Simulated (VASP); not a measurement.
# ZnSe (Stilleite) (F-43m) in VASP: a series of runs

The runs below take ZnSe (Stilleite) through single point, with LDA.

Program: VASP 6.6.1. These are calculated values, not measurements. Logs are shortened: lines on timing, memory, paths and dates and some standing lists are left out, and cuts for length are marked.

## Step 1: Starting point

Symmetry: F-43m, No. 216, cubic system. The conventional cell has a = 5.668 Å, b = 5.668 Å, c = 5.668 Å, α = 90.00°, β = 90.00°, γ = 90.00°. Around Se (site symmetry -43m) lie 4 Zn at 2.45 Å. Around Zn (site symmetry -43m) lie 4 Se at 2.45 Å.

## Step 2: Single point, LDA, spin-orbit coupling, no magnetisation

INCAR reads:

```
  PREC = Accurate
  ENCUT = 340
  EDIFF = 1E-7
  ISMEAR = 0
  SIGMA = 0.02
  LREAL = False
  LASPH = True
  NELM = 100
  ALGO = Normal
  ISIF = 2
  LWAVE = False
  LCHARG = False
  MAGMOM = 0 0 0 0 0 0
  LORBIT = 11
  LSORBIT = True
  GGA_COMPAT = False
  NBANDS = 34
```

KPOINTS reads:

```
regular mesh
0
Gamma
  6 6 6
```

POSCAR reads:

```
ZnSe
1.0
    0.0000000000      2.8338000000      2.8338000000
    2.8338000000      0.0000000000      2.8338000000
    2.8338000000      2.8338000000      0.0000000000
Se Zn
1 1
Direct
    0.7500000000      0.7500000000      0.7500000000
    0.0000000000      0.0000000000      0.0000000000
```

Potentials or basis: VASP PAW LDA potentials, release 64 (Se, Zn).

Launch:

```sh
$ cat potpaw_LDA.64/Se/POTCAR potpaw_LDA.64/Zn/POTCAR > POTCAR
$ mpirun -np 1 vasp_ncl > vasp.out
```

OUTCAR:

```text
PREC = Accurate
   ENCUT = 340
   EDIFF = 1E-7
   ISMEAR = 0
   LREAL = False
   LASPH = True
   NELM = 100
   ISIF = 2
   LORBIT = 11
   LSORBIT = True

 Found     22 irreducible k-points:

 Following reciprocal coordinates:
            Coordinates               Weight
  0.000000  0.000000  0.000000      1.000000
  0.166667  0.000000  0.000000      4.000000
 -0.166667  0.000000  0.000000      4.000000
  0.333333  0.000000  0.000000      4.000000
 -0.333333  0.000000  0.000000      4.000000
  0.500000  0.000000  0.000000      4.000000
   k-points           NKPTS =     22   k-points in BZ     NKDIM =     22   number of bands    NBANDS=     34
   number of dos      NEDOS =    301   number of ions     NIONS =      2
   total plane-waves  NPLWV =  13824
   dimension x,y,z NGX =    24 NGY =   24 NGZ =   24
   dimension x,y,z NGXF=    48 NGYF=   48 NGZF=   48
   ions per type =               1   1
   NGX,Y,Z   is equivalent  to a cutoff of   9.96,  9.96,  9.96 a.u.
   NGXF,Y,Z  is equivalent  to a cutoff of  19.91, 19.91, 19.91 a.u.
 SYSTEM =  unknown system
   PREC   = accura    normal or accurate (medium, high low for compatibility)
   ISTART =      0    job   : 0-new  1-cont  2-samecut
   ICHARG =      2    charge: 1-file 2-atom 10-const
   ISPIN  =      1    spin polarized calculation?
   LNONCOLLINEAR =      T non collinear calculations
   LSORBIT =      T    spin-orbit coupling
   LASPH  =      T    aspherical Exc in radial PAW
   ENCUT  =  340.0 eV  24.99 Ry    5.00 a.u.   6.03  6.03  6.03*2*pi/ulx,y,z
   NELM   =    100;   NELMIN=  2; NELMDL= -5     # of ELM steps
   EDIFF  = 0.1E-06   stopping-criterion for ELM
   LREAL  =      F    real-space projection
[... 7 lines left out ...]
   TEBEG  =    0.0;   TEEND  =   0.0 temperature during run
   PSTRESS=    0.0 pullay stress
   NELECT =      18.0000    total number of electrons
   NUPDOWN=      -1.0000    fix difference up-down
   EMIN   =  10.00;   EMAX   =-10.00  energy-range for DOS
   EFERMI =   0.00;   METHOD = LEGACY
   ISMEAR =     0;   SIGMA  =   0.02  broadening in eV -4-tet -1-fermi 0-gaus
   EFERMI_NEDOS =   21; number of points for ismear=-14 and -15
   IALGO  =     38    algorithm
   IMIX   =      4    mixing-type and parameters
     AMIX     =   0.40;   BMIX     =  1.00
     AMIX_MAG =   1.60;   BMIX_MAG =  1.00
  volume/ion in A,a.u.               =      22.76       153.57
  Fermi-wavevector in a.u.,A,eV,Ry     =   1.201673  2.270834 19.647073  1.444019
  Thomas-Fermi vector in A             =   2.337476
   LORBIT       =     11    0 simple, 1 ext, 2 COOP (PROOUT), +10 PAW based schemes
   GGA     = CA    functional components
   LHFCALC =     F    Hartree Fock is set to
   AEXX    =    0.0000 exact exchange contribution
   IVDW    =     0    specifies the selected vdW correction
   LEPSILON=     F    determine dielectric tensor
   LRPA    =     F    only Hartree local field effects (RPA)
 Gauss-broadening in eV      SIGMA  =   0.02
  energy-cutoff  :      340.00
  volume of cell :       45.51
 maximum number of plane-waves:      1312
   NGX = 13   NGY = 13   NGZ = 13

 number of electron      17.9999993 magnetization      -0.0000000     -0.0000000     -0.0000000

 number of electron      17.9999993 magnetization       0.0000000      0.0000000      0.0000000

 number of electron      17.9999993 magnetization       0.0000000     -0.0000000      0.0000000

 number of electron      17.9999993 magnetization      -0.0000000      0.0000000     -0.0000000

 Free energy of the ion-electron system (eV)
  ---------------------------------------------------
  ext. energy  EPLUGINS =         0.00000000
  ---------------------------------------------------
  free energy    TOTEN  =        -7.36732101 eV

  energy without entropy =       -7.36732101  energy(sigma->0) =       -7.36732101

 E-fermi :   1.7766     XC(G=0):  -9.6985

 val. band max:        1.6442987237   @ k =   0.0000   0.0000   0.0000
 cond. band min:       2.5767244657   @ k =   0.0000   0.0000   0.0000
 fundamental gap:      0.9324257420
 Fermi energy:         1.7766443684

 k-point     1 :       0.0000    0.0000    0.0000
  band No.  band energies     occupation
      1     -11.7768      1.00000
      2     -11.7768      1.00000
      3      -5.2659      1.00000
      4      -5.2659      1.00000
      5      -5.2659      1.00000
      6      -5.2659      1.00000
[... 22 lines left out ...]
     29      12.9866      0.00000
     30      12.9866      0.00000

 k-point     2 :       0.1667    0.0000    0.0000
  band No.  band energies     occupation
      1     -11.6012      1.00000
      2     -11.6012      1.00000
      3      -5.2666      1.00000
      4      -5.2395      1.00000
      5      -5.2395      1.00000
      6      -5.2363      1.00000
[... 22 lines left out ...]
     29      11.9187      0.00000
     30      11.9251      0.00000

 k-point     3 :      -0.1667    0.0000    0.0000
  band No.  band energies     occupation
      1     -11.6012      1.00000
      2     -11.6012      1.00000
      3      -5.2666      1.00000
      4      -5.2395      1.00000
      5      -5.2395      1.00000
      6      -5.2363      1.00000
[... 22 lines left out ...]
     29      11.9187      0.00000
     30      11.9251      0.00000

 k-point     4 :       0.3333    0.0000    0.0000
  band No.  band energies     occupation
      1     -11.2067      1.00000
      2     -11.2067      1.00000
      3      -5.2454      1.00000
      4      -5.2146      1.00000
      5      -5.1127      1.00000
      6      -5.1127      1.00000
[... 22 lines left out ...]
     29      12.4786      0.00000
     30      12.4786      0.00000

 k-point     5 :      -0.3333    0.0000    0.0000
  band No.  band energies     occupation
      1     -11.2067      1.00000
      2     -11.2067      1.00000
      3      -5.2454      1.00000
      4      -5.2146      1.00000
      5      -5.1127      1.00000
      6      -5.1127      1.00000
[... 22 lines left out ...]
     29      12.4786      0.00000
     30      12.4786      0.00000

 k-point     6 :       0.5000    0.0000    0.0000
  band No.  band energies     occupation
      1     -10.9814      1.00000
      2     -10.9814      1.00000
      3      -5.2230      1.00000
      4      -5.2230      1.00000
      5      -4.9922      1.00000
      6      -4.9922      1.00000
[... 22 lines left out ...]
     29      14.5114      0.00000
     30      14.5114      0.00000

 [... further k-points ...]

 [bands above 30 left out]

------------------------ aborting loop because EDIFF is reached ----------------------------------------

  FORCE on cell =-STRESS in cart. coord.  units (eV):
  Direction    XX          YY          ZZ          XY          YZ          ZX
  --------------------------------------------------------------------------------------
  -------------------------------------------------------------------------------------
  Total       -0.9191233     -0.9191233     -0.9191233      0.0000000      0.0000000     -0.0000000
  in kB      -32.3554017    -32.3554017    -32.3554017      0.0000000      0.0000000     -0.0000000
  external PRESSURE =     -32.3554017 kB  Pullay stress =       0.0000000 kB

 VOLUME and BASIS-vectors are now :
 -----------------------------------------------------------------------------
  energy-cutoff  :      340.00
  volume of cell :       45.51
      direct lattice vectors                 reciprocal lattice vectors
     0.000000000  2.833800000  2.833800000    -0.176441527  0.176441527  0.176441527
     2.833800000  0.000000000  2.833800000     0.176441527 -0.176441527  0.176441527
     2.833800000  2.833800000  0.000000000     0.176441527  0.176441527 -0.176441527

 POSITION                                       TOTAL-FORCE (eV/Angst)
 -----------------------------------------------------------------------------------
      4.25070      4.25070      4.25070         0.000000      0.000000      0.000000
      0.00000      0.00000      0.00000        -0.000000     -0.000000     -0.000000
 -----------------------------------------------------------------------------------
    total drift:                                0.000002      0.000002      0.000002

  FREE ENERGIE OF THE ION-ELECTRON SYSTEM (eV)
  ---------------------------------------------------
  free  energy   TOTEN  =        -7.3673210076 eV

  energy  without entropy=       -7.3673210076  energy(sigma->0) =       -7.36732101

 Spin-Orbit-Coupling matrix elements

 Ion:    1  E_soc:     -0.0389231
 l=   1
     0.0000000    -0.0064789    -0.0064789
    -0.0064789     0.0000000    -0.0064789
    -0.0064789    -0.0064789     0.0000000
 l=   2
     0.0000000    -0.0000040     0.0000000    -0.0000040    -0.0000043
    -0.0000040     0.0000000    -0.0000032    -0.0000040    -0.0000011
     0.0000000    -0.0000032     0.0000000    -0.0000032     0.0000000
    -0.0000040    -0.0000040    -0.0000032     0.0000000    -0.0000011
    -0.0000043    -0.0000011     0.0000000    -0.0000011     0.0000000
 l=   3
     0.0000000     0.0000000     0.0000000     0.0000000     0.0000000     0.0000000     0.0000000
     0.0000000     0.0000000     0.0000000     0.0000000     0.0000000     0.0000000     0.0000000
     0.0000000     0.0000000     0.0000000     0.0000000     0.0000000     0.0000000     0.0000000
     0.0000000     0.0000000     0.0000000     0.0000000     0.0000000     0.0000000     0.0000000
     0.0000000     0.0000000     0.0000000     0.0000000     0.0000000     0.0000000     0.0000000
     0.0000000     0.0000000     0.0000000     0.0000000     0.0000000     0.0000000     0.0000000
     0.0000000     0.0000000     0.0000000     0.0000000     0.0000000     0.0000000     0.0000000

 Ion:    2  E_soc:     -0.0089067
 l=   1
     0.0000000    -0.0005120    -0.0005120
    -0.0005120     0.0000000    -0.0005120
    -0.0005120    -0.0005120     0.0000000
 l=   2
     0.0000000    -0.0001961     0.0000000    -0.0001961    -0.0007763
    -0.0001961     0.0000000    -0.0005822    -0.0001961    -0.0001941
     0.0000000    -0.0005822     0.0000000    -0.0005822     0.0000000
    -0.0001961    -0.0001961    -0.0005822     0.0000000    -0.0001941
    -0.0007763    -0.0001941     0.0000000    -0.0001941     0.0000000
 l=   3
     0.0000000     0.0000000     0.0000000     0.0000000     0.0000000     0.0000000     0.0000000
     0.0000000     0.0000000     0.0000000     0.0000000     0.0000000     0.0000000     0.0000000
     0.0000000     0.0000000     0.0000000     0.0000000     0.0000000     0.0000000     0.0000000
     0.0000000     0.0000000     0.0000000     0.0000000     0.0000000     0.0000000     0.0000000
     0.0000000     0.0000000     0.0000000     0.0000000     0.0000000     0.0000000     0.0000000
     0.0000000     0.0000000     0.0000000     0.0000000     0.0000000     0.0000000     0.0000000
     0.0000000     0.0000000     0.0000000     0.0000000     0.0000000     0.0000000     0.0000000

 total charge

# of ion       s       p       d       tot
------------------------------------------
    1        1.441   2.411   0.030   3.882
    2        0.546   0.455   9.778  10.779
--------------------------------------------------
tot          1.987   2.865   9.808  14.661

 magnetization (x)

# of ion       s       p       d       tot
------------------------------------------
    1        0.000   0.000  -0.000   0.000
    2        0.000   0.000   0.000   0.000
--------------------------------------------------
tot          0.000   0.000   0.000   0.000

 magnetization (y)

# of ion       s       p       d       tot
------------------------------------------
    1        0.000  -0.000   0.000  -0.000
    2        0.000   0.000   0.000   0.000
--------------------------------------------------
tot          0.000  -0.000   0.000  -0.000

 magnetization (z)

# of ion       s       p       d       tot
------------------------------------------
    1       -0.000  -0.000   0.000  -0.000
    2        0.000   0.000   0.000   0.000
--------------------------------------------------
tot         -0.000   0.000   0.000   0.000
```

It took 21 s on 1 thread of Intel Xeon Platinum 8488C (Sapphire Rapids), shared host; peak memory 0.18 GiB.

These settings aren't checked as converged: the numbers below hold their error.

What came out:

- Free energy: -7.3673 eV
- Pressure: -3.2 GPa
- Valence electrons inside the program's atomic spheres: Se 3.88; Zn 10.78

Caveat: the cutoff is under 1.25 times the usual one of these potentials, so pressure, stress and relaxed cells hold a basis-set (Pulay) error.

## Step 3: Single point, LDA, spin-orbit coupling, no magnetisation

INCAR, as its differences from that of step 2:

```diff
@@ -1,3 +1,3 @@
   PREC = Accurate
-  ENCUT = 340
+  ENCUT = 280
   EDIFF = 1E-7
```

KPOINTS reads:

```
regular mesh
0
Gamma
  7 7 7
```

POSCAR is that of step 2.

Potentials or basis: VASP PAW LDA potentials, release 64 (Se, Zn).

Launch:

```sh
$ cat potpaw_LDA.64/Se/POTCAR potpaw_LDA.64/Zn/POTCAR > POTCAR
$ mpirun -np 1 vasp_ncl > vasp.out
```

Wall time 27 s (1 thread of Intel Xeon Platinum 8488C (Sapphire Rapids), shared host); peak memory 0.18 GiB.

The run converged, but some of its settings lie outside the range that counts as converged, so its numbers aren't taken as properties of the crystal.

Results:

```yaml
Free_energy: -7.3679 eV
Valence_electrons_inside_the_program's_atomic_spheres: Se 3.88; Zn 10.78
```

Caveat: the cutoff is under 1.25 times the usual one of these potentials, so pressure, stress and relaxed cells hold a basis-set (Pulay) error.

## Step 4: The reference run

An earlier run on the cell as given: functional PBE; potentials or basis VASP PAW PBE potentials, release 64 (Se, Zn); cutoff 520 eV; k mesh 8 × 8 × 8; occupations fermi-dirac, width 0.05 eV; no spin polarisation.

- Pressure: 2.3 GPa
- Band gap on the k mesh: 1.29 eV, direct
